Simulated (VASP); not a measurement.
BeTe:

```
Te Be
1.0
     0.00000    2.77000    2.77000
     2.77000    0.00000    2.77000
     2.77000    2.77000    0.00000
Te Be
1 1
Direct
  0.75000 0.75000 0.75000
  0.00000 0.00000 0.00000
```

```yaml
Program: VASP 6.6.1
Task: relaxation of cell and atoms
Functional: BLYP
Dispersion: D3
Potentials_or_basis: VASP PAW PBE potentials, release 64 (Te, Be)
Cutoff: 600 eV
k_mesh: 8 × 8 × 8
Occupations: fermi-dirac, width 0.05 eV
Spin: no spin polarisation
```

At the start: pressure 4.4 GPa; volume 21.25 Å³/atom.

Task: How do energy, volume and symmetry change on relaxing?

Result: Over 3 steps the energy falls by 21.2 meV/atom and the volume is 22.87 Å³/atom (+7.6 %); space group F-43m (No. 216, to 0.05 Å).

The path:
```csv
step,energy change (eV),largest force (eV/Å),pressure (GPa),volume (Å³)
1,0.0000,0.0000,4.44,42.51
2,-0.0414,0.0000,-0.56,46.24
3,-0.0423,0.0000,0.01,45.73
```

Final structure:
```
Te Be
1.0
     0.00000    2.83839    2.83839
     2.83839    0.00000    2.83839
     2.83839    2.83839    0.00000
Te Be
1 1
Direct
  0.75000 0.75000 0.75000
  0.00000 0.00000 0.00000
```

Caveat: the PAW data sets were made with another functional, which shifts forces and pressure a little.
